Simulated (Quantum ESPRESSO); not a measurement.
# CsPbCl3 (Pm-3m) in Quantum ESPRESSO: notebook

One crystal, CsPbCl3, is run at these levels: LDA; tasks: single point, equation of state.

All numbers are computed with Quantum ESPRESSO 7.5; they aren't measurements. Logs are shortened: lines on timing, memory, paths and dates and some standing lists are left out, and cuts for length are marked.

## (1) Starting point

It takes space group Pm-3m (No. 221, cubic). The conventional cell has a = 5.605 Å, b = 5.605 Å, c = 5.605 Å, α = 90.00°, β = 90.00°, γ = 90.00°. Around Pb (site symmetry m-3m) lie 6 Cl at 2.80 Å. Cs (site symmetry m-3m) has 12 Cl at 3.96 Å as nearest neighbours. Around Cl (site symmetry 4/mmm) lie 2 Pb at 2.80 Å.

## (2) Single point, LDA, 33.10 Å³/atom

pw.in

```
&CONTROL
  calculation = 'scf'
  prefix = 'pwscf'
  outdir = './tmp'
  pseudo_dir = './pseudo'
  tprnfor = .true.
  tstress = .true.
  disk_io = 'nowf'
/
&SYSTEM
  ibrav = 0
  nat = 5
  ntyp = 3
  ecutwfc = 45
  ecutrho = 360
  nbnd = 31
  occupations = 'smearing'
  smearing = 'fd'
  degauss = 0.00367493
/
&ELECTRONS
  conv_thr = 1d-09
  electron_maxstep = 120
  mixing_beta = 0.5
/
ATOMIC_SPECIES
Pb   207.2000 pb_lda_v1.uspp.F.UPF
Cs   132.9055 cs_lda_v1.uspp.F.UPF
Cl    35.4500 cl_lda_v1.4.uspp.F.UPF
CELL_PARAMETERS angstrom
   5.4905801394    0.0000000000    0.0000000000
   0.0000000000    5.4905801394    0.0000000000
   0.0000000000    0.0000000000    5.4905801394
ATOMIC_POSITIONS crystal
Pb     0.5000000000    0.5000000000    0.5000000000
Cs     0.0000000000    0.0000000000    0.0000000000
Cl     0.5000000000    0.0000000000    0.5000000000
Cl     0.0000000000    0.5000000000    0.5000000000
Cl     0.5000000000    0.5000000000    0.0000000000
K_POINTS automatic
5 5 5 0 0 0
```

Potentials or basis: GBRV 1.5 LDA.

Run with:

```sh
OMP_NUM_THREADS=1 mpirun -n 2 pw.x -nk 2 -in pw.in > pw.out
```

pw.out:

```text
This program is part of the open-source Quantum ESPRESSO suite
     for quantum simulation of materials; please cite
[... 13 lines left out ...]
     --------------------
     sticks:   dense  smooth     PW     G-vecs:    dense   smooth      PW
     Sum        3093    1549    437               128923    45553    6859

     Using Slab Decomposition

     bravais-lattice index     =            0
     lattice parameter (alat)  =      10.3757  a.u.
     unit-cell volume          =    1116.9952 (a.u.)^3
     number of atoms/cell      =            5
     number of atomic types    =            3
     number of electrons       =        44.00
     number of Kohn-Sham states=           31
     kinetic-energy cutoff     =      45.0000  Ry
     charge density cutoff     =     360.0000  Ry
     scf convergence threshold =      1.0E-09
     mixing beta               =       0.5000
     number of iterations used =            8  plain     mixing
     Exchange-correlation=  SLA  PZ   NOGX NOGC
                           (   1   1   0   0   0   0   0)

     celldm(1)=  10.375693  celldm(2)=   0.000000  celldm(3)=   0.000000
     celldm(4)=   0.000000  celldm(5)=   0.000000  celldm(6)=   0.000000

     crystal axes: (cart. coord. in units of alat)
               a(1) = (   1.000000   0.000000   0.000000 )
               a(2) = (   0.000000   1.000000   0.000000 )
               a(3) = (   0.000000   0.000000   1.000000 )

     reciprocal axes: (cart. coord. in units 2 pi/alat)
               b(1) = (  1.000000  0.000000  0.000000 )
               b(2) = (  0.000000  1.000000  0.000000 )
               b(3) = (  0.000000  0.000000  1.000000 )

     PseudoPot. # 1 for Pb read from file:
     pb_lda_v1.uspp.F.UPF
     Pseudo is Ultrasoft + core correction, Zval = 14.0
     Generated by new atomic code, or converted to UPF format
     Using radial grid of  899 points,  6 beta functions with:
                l(1) =   0
                l(2) =   0
                l(3) =   1
                l(4) =   1
                l(5) =   2
                l(6) =   2
     Q(r) pseudized with  6 coefficients,  rinner =    1.000   1.000   1.000
                                                       1.000   1.000

     PseudoPot. # 2 for Cs read from file:
     cs_lda_v1.uspp.F.UPF
     Pseudo is Ultrasoft + core correction, Zval =  9.0
     Generated by new atomic code, or converted to UPF format
     Using radial grid of  905 points,  6 beta functions with:
                l(1) =   0
                l(2) =   0
                l(3) =   1
                l(4) =   1
                l(5) =   2
                l(6) =   2
     Q(r) pseudized with  6 coefficients,  rinner =    1.500   1.500   1.500
                                                       1.500   1.500

     PseudoPot. # 3 for Cl read from file:
     cl_lda_v1.4.uspp.F.UPF
     Pseudo is Ultrasoft + core correction, Zval =  7.0
     Generated by new atomic code, or converted to UPF format
     Using radial grid of  909 points,  6 beta functions with:
                l(1) =   0
                l(2) =   0
                l(3) =   1
                l(4) =   1
                l(5) =   2
                l(6) =   2
     Q(r) pseudized with  8 coefficients,  rinner =    1.300   1.300   1.300
                                                       1.300   1.300

     atomic species   valence    mass     pseudopotential
     Pb               14.00   207.20000     Pb( 1.00)
     Cs                9.00   132.90550     Cs( 1.00)
     Cl                7.00    35.45000     Cl( 1.00)

     48 Sym. Ops., with inversion, found

   Cartesian axes

     site n.     atom                  positions (alat units)
         1        Pb     tau(   1) = (   0.5000000   0.5000000   0.5000000  )
         2        Cs     tau(   2) = (   0.0000000   0.0000000   0.0000000  )
         3        Cl     tau(   3) = (   0.5000000   0.0000000   0.5000000  )
         4        Cl     tau(   4) = (   0.0000000   0.5000000   0.5000000  )
         5        Cl     tau(   5) = (   0.5000000   0.5000000   0.0000000  )

     number of k points=    10  Fermi-Dirac smearing, width (Ry)=  0.0037
                       cart. coord. in units 2pi/alat
        k(    1) = (   0.0000000   0.0000000   0.0000000), wk =   0.0160000
        k(    2) = (   0.0000000   0.0000000   0.2000000), wk =   0.0960000
        k(    3) = (   0.0000000   0.0000000   0.4000000), wk =   0.0960000
        k(    4) = (   0.0000000   0.2000000   0.2000000), wk =   0.1920000
        k(    5) = (   0.0000000   0.2000000   0.4000000), wk =   0.3840000
        k(    6) = (   0.0000000   0.4000000   0.4000000), wk =   0.1920000
        k(    7) = (   0.2000000   0.2000000   0.2000000), wk =   0.1280000
        k(    8) = (   0.2000000   0.2000000   0.4000000), wk =   0.3840000
        k(    9) = (   0.2000000   0.4000000   0.4000000), wk =   0.3840000
        k(   10) = (   0.4000000   0.4000000   0.4000000), wk =   0.1280000

     Dense  grid:   128923 G-vectors     FFT dimensions: (  64,  64,  64)

     Smooth grid:    45553 G-vectors     FFT dimensions: (  45,  45,  45)

     Check: negative core charge=   -0.000001

     Initial potential from superposition of free atoms

     starting charge      43.9663, renormalised to      44.0000

     negative rho (up, down):  5.913E-02 0.000E+00
     Starting wfcs are   34 randomized atomic wfcs

     Self-consistent Calculation

     iteration #  1     ecut=    45.00 Ry     beta= 0.50
     Davidson diagonalization with overlap
     ethr =  1.00E-02,  avg # of iterations =  3.7

     Threshold (ethr) on eigenvalues was too large:
     Diagonalizing with lowered threshold

     Davidson diagonalization with overlap
     ethr =  3.59E-04,  avg # of iterations =  2.8

     negative rho (up, down):  5.900E-02 0.000E+00

     total energy              =    -327.42662797 Ry
     estimated scf accuracy    <       0.14870942 Ry

     iteration #  2     ecut=    45.00 Ry     beta= 0.50
     Davidson diagonalization with overlap
     ethr =  3.38E-04,  avg # of iterations =  2.0

     negative rho (up, down):  5.818E-02 0.000E+00

     total energy              =    -327.46401592 Ry
     estimated scf accuracy    <       0.00952119 Ry

     iteration #  3     ecut=    45.00 Ry     beta= 0.50
     Davidson diagonalization with overlap
     ethr =  2.16E-05,  avg # of iterations =  3.9

     negative rho (up, down):  5.736E-02 0.000E+00

     total energy              =    -327.46499257 Ry
     estimated scf accuracy    <       0.00129039 Ry

     iteration #  4     ecut=    45.00 Ry     beta= 0.50
     Davidson diagonalization with overlap
     ethr =  2.93E-06,  avg # of iterations =  4.1
[... 37 lines left out ...]
     negative rho (up, down):  5.762E-02 0.000E+00

     total energy              =    -327.46515320 Ry
     estimated scf accuracy    <          9.8E-09 Ry

     iteration #  9     ecut=    45.00 Ry     beta= 0.50
     Davidson diagonalization with overlap
     ethr =  2.22E-11,  avg # of iterations =  1.3

     negative rho (up, down):  5.761E-02 0.000E+00

     total energy              =    -327.46515320 Ry
     estimated scf accuracy    <          1.9E-09 Ry

     iteration # 10     ecut=    45.00 Ry     beta= 0.50
     Davidson diagonalization with overlap
     ethr =  4.25E-12,  avg # of iterations =  6.6

     negative rho (up, down):  5.761E-02 0.000E+00

     End of self-consistent calculation

          k = 0.0000 0.0000 0.0000 (  5695 PWs)   bands (ev):

   -16.8399 -12.2634 -12.2634 -11.9007 -11.9007 -11.9007 -10.8815  -9.7439
    -9.7439  -3.6046  -3.6046  -3.6046  -2.1223  -0.5165  -0.5165  -0.5165
     1.7092   1.7092   1.7092   1.8567   1.8567   1.8567   7.4702   8.3862
     8.3862   9.3832   9.3832   9.3832  10.9496  10.9496  10.9496

          k = 0.0000 0.0000 0.2000 (  5686 PWs)   bands (ev):

   -16.8387 -12.2632 -12.2156 -11.9015 -11.9015 -11.9007 -10.8225  -9.8918
    -9.7430  -3.5934  -3.5923  -3.5923  -2.6910  -0.4936  -0.4936   0.3766
     1.6559   1.6698   1.6698   1.8091   1.8091   1.8985   7.8829   8.6883
     8.6978   9.5279   9.5959   9.5959   9.8542  10.9001  10.9001

          k = 0.0000 0.0000 0.4000 (  5678 PWs)   bands (ev):

   -16.8368 -12.2630 -12.1355 -11.9028 -11.9028 -11.9007 -10.6285 -10.2328
    -9.7414  -3.5752  -3.5720  -3.5720  -3.1898  -0.4558  -0.4558   1.0170
     1.5735   1.6158   1.6158   1.7239   1.7239   2.6432   7.8965   8.7822
     9.3115   9.5299   9.8472   9.8472   9.8867  11.2679  11.2680

          k = 0.0000 0.2000 0.2000 (  5706 PWs)   bands (ev):

   -16.8376 -12.2404 -12.1878 -11.9023 -11.9015 -11.9015 -10.7698  -9.9499
    -9.8215  -3.6077  -3.5814  -3.5758  -3.1346  -0.4612   0.0472   0.5918
     1.4677   1.6294   1.7374   1.7542   1.9211   1.9601   8.2128   8.8727
     8.9582   9.4542   9.5270   9.6199   9.7873  10.5762  10.7303

          k = 0.0000 0.2000 0.4000 (  5699 PWs)   bands (ev):
[... 20 lines left out ...]
          k = 0.2000 0.2000 0.4000 (  5694 PWs)   bands (ev):

   -16.8349 -12.1874 -12.0971 -11.9036 -11.9035 -11.9023 -10.5639 -10.2438
    -9.9455  -3.9456  -3.6116  -3.6077  -3.5658   0.1438   0.4546   0.9400
     1.2842   1.4609   1.8253   1.8566   1.9520   2.9113   7.4697   8.7067
     8.7725   9.2898   9.7752   9.8217  10.4865  10.8201  10.8910

          k = 0.2000 0.4000 0.4000 (  5696 PWs)   bands (ev):

   -16.8334 -12.1457 -12.0375 -11.9049 -11.9036 -11.9036 -10.4599 -10.2921
   -10.1264  -4.3611  -3.6378  -3.6311  -3.5863   0.3615   0.9080   1.1646
     1.2307   1.4395   1.8500   1.9068   2.1369   3.5386   7.1015   7.2038
     8.4180   9.5993  10.0990  10.1292  10.4106  10.5457  11.0109

          k = 0.4000 0.4000 0.4000 (  5718 PWs)   bands (ev):

   -16.8320 -12.0374 -12.0374 -11.9049 -11.9049 -11.9049 -10.4111 -10.2877
   -10.2877  -4.7767  -3.6657  -3.6657  -3.6460   1.0353   1.1219   1.1219
     1.4106   1.4106   2.1182   2.1182   2.1571   4.0673   6.7332   6.7332
     6.9595   9.4033  10.0081  10.0081  10.0273  10.9910  10.9910

     the Fermi energy is     5.4006 ev

!    total energy              =    -327.46515320 Ry
     estimated scf accuracy    <          2.1E-10 Ry
     smearing contrib. (-TS)   =      -0.00000000 Ry
     internal energy E=F+TS    =    -327.46515320 Ry

     The total energy is F=E-TS. E is the sum of the following terms:
     one-electron contribution =     -95.82290264 Ry
     hartree contribution      =      68.50039507 Ry
     xc contribution           =    -121.55556633 Ry
     ewald contribution        =    -178.58707931 Ry

     convergence has been achieved in  10 iterations

     negative rho (up, down):  5.761E-02 0.000E+00

     Forces acting on atoms (cartesian axes, Ry/au):

     atom    1 type  1   force =     0.00000000    0.00000000    0.00000000
     atom    2 type  2   force =     0.00000000    0.00000000    0.00000000
     atom    3 type  3   force =     0.00000000    0.00000000    0.00000000
     atom    4 type  3   force =     0.00000000    0.00000000    0.00000000
     atom    5 type  3   force =     0.00000000    0.00000000    0.00000000

     Total force =     0.000000     Total SCF correction =     0.000000

     Computing stress (Cartesian axis) and pressure

     negative rho (up, down):  5.761E-02 0.000E+00
          total   stress  (Ry/bohr**3)                   (kbar)     P=        3.24
   0.00002204   0.00000000   0.00000000            3.24        0.00        0.00
   0.00000000   0.00002204   0.00000000            0.00        3.24        0.00
   0.00000000   0.00000000   0.00002204            0.00        0.00        3.24

=------------------------------------------------------------------------------=
   JOB DONE.
=------------------------------------------------------------------------------=
```

Wall time 22 s (2 MPI ranks of AMD EPYC 9R45 (Zen 5), shared host); peak memory 0.64 GiB.

Results:

```
Free energy            : -4455.3904 eV
Pressure               : 0.3 GPa
Band gap on the k mesh : 2.67 eV, direct
```

Caveat: spin-orbit coupling is left out, which as a rule narrows the gap of such compounds by several tenths of an eV; an odd mesh through Γ misses points on the zone boundary, where band edges often lie.

## (3) Single point, LDA, 33.81 Å³/atom

Changes to pw.in since step 2:

```diff
@@ -30,5 +30,5 @@
 CELL_PARAMETERS angstrom
-   5.4905801394    0.0000000000    0.0000000000
-   0.0000000000    5.4905801394    0.0000000000
-   0.0000000000    0.0000000000    5.4905801394
+   5.5292474706    0.0000000000    0.0000000000
+   0.0000000000    5.5292474706    0.0000000000
+   0.0000000000    0.0000000000    5.5292474706
 ATOMIC_POSITIONS crystal
```

Potentials or basis: GBRV 1.5 LDA.

Run with:

```sh
OMP_NUM_THREADS=1 mpirun -n 2 pw.x -nk 2 -in pw.in > pw.out
```

It took 22 s on 2 MPI ranks of AMD EPYC 9R45 (Zen 5), shared host; peak memory 0.66 GiB.

Results (log left out):

| Quantity | Value |
| --- | --- |
| Free energy | -4455.3914 eV |
| Pressure | -0.3 GPa |
| Band gap on the k mesh | 2.72 eV, direct |

Caveat: spin-orbit coupling is left out, which as a rule narrows the gap of such compounds by several tenths of an eV; an odd mesh through Γ misses points on the zone boundary, where band edges often lie.

## (4) Single point, LDA, 34.51 Å³/atom

Changes to pw.in since step 3:

```diff
@@ -30,5 +30,5 @@
 CELL_PARAMETERS angstrom
-   5.5292474706    0.0000000000    0.0000000000
-   0.0000000000    5.5292474706    0.0000000000
-   0.0000000000    0.0000000000    5.5292474706
+   5.5673814169    0.0000000000    0.0000000000
+   0.0000000000    5.5673814169    0.0000000000
+   0.0000000000    0.0000000000    5.5673814169
 ATOMIC_POSITIONS crystal
```

Run with:

```sh
OMP_NUM_THREADS=1 mpirun -n 2 pw.x -nk 2 -in pw.in > pw.out
```

It took 23 s on 2 MPI ranks of AMD EPYC 9R45 (Zen 5), shared host; peak memory 0.66 GiB.

The run converged. Its results:

* Free energy: -4455.3793 eV
* Pressure: -0.9 GPa
* Band gap on the k mesh: 2.76 eV, direct

Caveat: spin-orbit coupling is left out, which as a rule narrows the gap of such compounds by several tenths of an eV; an odd mesh through Γ misses points on the zone boundary, where band edges often lie.

## (5) Single point, LDA, 35.22 Å³/atom

Changes to pw.in since step 4:

```diff
@@ -30,5 +30,5 @@
 CELL_PARAMETERS angstrom
-   5.5673814169    0.0000000000    0.0000000000
-   0.0000000000    5.5673814169    0.0000000000
-   0.0000000000    0.0000000000    5.5673814169
+   5.6050000000    0.0000000000    0.0000000000
+   0.0000000000    5.6050000000    0.0000000000
+   0.0000000000    0.0000000000    5.6050000000
 ATOMIC_POSITIONS crystal
```

Run with:

```sh
OMP_NUM_THREADS=1 mpirun -n 2 pw.x -nk 2 -in pw.in > pw.out
```

It took 21 s on 2 MPI ranks of AMD EPYC 9R45 (Zen 5), shared host; peak memory 0.68 GiB.

The run converged. Its results:

```
Free energy            : -4455.3558 eV
Pressure               : -1.3 GPa
Band gap on the k mesh : 2.81 eV, direct
```

Caveat: spin-orbit coupling is left out, which as a rule narrows the gap of such compounds by several tenths of an eV; an odd mesh through Γ misses points on the zone boundary, where band edges often lie.

## (6) Single point, LDA, 35.92 Å³/atom

Changes to pw.in since step 5:

```diff
@@ -30,5 +30,5 @@
 CELL_PARAMETERS angstrom
-   5.6050000000    0.0000000000    0.0000000000
-   0.0000000000    5.6050000000    0.0000000000
-   0.0000000000    0.0000000000    5.6050000000
+   5.6421202871    0.0000000000    0.0000000000
+   0.0000000000    5.6421202871    0.0000000000
+   0.0000000000    0.0000000000    5.6421202871
 ATOMIC_POSITIONS crystal
```

Potentials or basis: GBRV 1.5 LDA.

Run with:

```sh
OMP_NUM_THREADS=1 mpirun -n 2 pw.x -nk 2 -in pw.in > pw.out
```

Run time: 22 s. Hardware: 2 MPI ranks of AMD EPYC 9R45 (Zen 5), shared host; peak memory 0.7 GiB.

It converged, with:

* Free energy: -4455.3221 eV
* Pressure: -1.8 GPa
* Band gap on the k mesh: 2.85 eV, direct

Caveat: spin-orbit coupling is left out, which as a rule narrows the gap of such compounds by several tenths of an eV; an odd mesh through Γ misses points on the zone boundary, where band edges often lie.

## (7) Single point, LDA, 36.63 Å³/atom

Changes to pw.in since step 6:

```diff
@@ -30,5 +30,5 @@
 CELL_PARAMETERS angstrom
-   5.6421202871    0.0000000000    0.0000000000
-   0.0000000000    5.6421202871    0.0000000000
-   0.0000000000    0.0000000000    5.6421202871
+   5.6787584584    0.0000000000    0.0000000000
+   0.0000000000    5.6787584584    0.0000000000
+   0.0000000000    0.0000000000    5.6787584584
 ATOMIC_POSITIONS crystal
```

Run with:

```sh
OMP_NUM_THREADS=1 mpirun -n 2 pw.x -nk 2 -in pw.in > pw.out
```

Run time: 21 s. Hardware: 2 MPI ranks of AMD EPYC 9R45 (Zen 5), shared host; peak memory 0.7 GiB.

The run converged. Its results:

- Free energy: -4455.2794 eV
- Pressure: -2.2 GPa
- Band gap on the k mesh: 2.88 eV, direct

Caveat: spin-orbit coupling is left out, which as a rule narrows the gap of such compounds by several tenths of an eV; an odd mesh through Γ misses points on the zone boundary, where band edges often lie.

## (8) Single point, LDA, 37.33 Å³/atom

Changes to pw.in since step 7:

```diff
@@ -30,5 +30,5 @@
 CELL_PARAMETERS angstrom
-   5.6787584584    0.0000000000    0.0000000000
-   0.0000000000    5.6787584584    0.0000000000
-   0.0000000000    0.0000000000    5.6787584584
+   5.7149298697    0.0000000000    0.0000000000
+   0.0000000000    5.7149298697    0.0000000000
+   0.0000000000    0.0000000000    5.7149298697
 ATOMIC_POSITIONS crystal
```

Run with:

```sh
OMP_NUM_THREADS=1 mpirun -n 2 pw.x -nk 2 -in pw.in > pw.out
```

Run time: 23 s. Hardware: 2 MPI ranks of AMD EPYC 9R45 (Zen 5), shared host; peak memory 0.72 GiB.

The run converged. Its results:

```
Free energy            : -4455.2287 eV
Pressure               : -2.5 GPa
Band gap on the k mesh : 2.91 eV, direct
```

Caveat: spin-orbit coupling is left out, which as a rule narrows the gap of such compounds by several tenths of an eV; an odd mesh through Γ misses points on the zone boundary, where band edges often lie.

## (9) Equation of state, LDA

Potentials or basis: GBRV 1.5 LDA.

This step only gathers the single runs of the series.

What came out:

| Item | Value |
| --- | --- |
| Equilibrium volume | 33.50 Å³/atom |
| Bulk modulus | 30 GPa |
| Pressure derivative of the bulk modulus | 4.7 |

Energy against volume, from the lowest point:
| volume (Å³/atom) | energy (meV/atom) |
| --- | --- |
| 33.104 | 0.20 |
| 33.809 | 0.00 |
| 34.513 | 2.42 |
| 35.217 | 7.11 |
| 35.922 | 13.84 |
| 36.626 | 22.40 |
| 37.330 | 32.54 |

The run has no spin-orbit coupling, so splittings on Cs, Pb are missing. Zero-point motion and thermal expansion aren't in these numbers.
